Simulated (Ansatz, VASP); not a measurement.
# GaP in VASP and in Ansatz

```xyz
2
Lattice="0.0000 2.7525 2.7525 2.7525 0.0000 2.7525 2.7525 2.7525 0.0000" Properties=species:S:1:pos:R:3 pbc="T T T"
Ga    0.0000    0.0000    0.0000
P     1.3763    1.3763    1.3763
```

Alike in both runs: task single point; functional PBE; k mesh 8 × 8 × 8; occupations gaussian, width 0.02 eV; no spin polarisation.

|  | VASP | Ansatz |
| --- | --- | --- |
| version | VASP 6.6.1 | Ansatz 0.2.0 |
| potentials or method | VASP PAW PBE potentials, release 64 (Ga_d, P) | scalar-relativistic, plane waves, PAW |
| plane-wave cutoff (eV) | 520 | 420 |
| valence electrons in the cell | 18 | 18 |

|  | VASP | Ansatz | Ansatz less VASP |
| --- | --- | --- | --- |
| gap on the k mesh at the Fermi level (eV) | 1.58 | 1.58 | +0.003 |
| least direct gap on the mesh (eV) | 1.58 | 1.58 | +0.003 |
| pressure (GPa) | 0.0 | 0.0 | +0.07 |

The functional is the same, so the differences come from potentials, cutoffs and numerics.

A k mesh can miss the band edges.
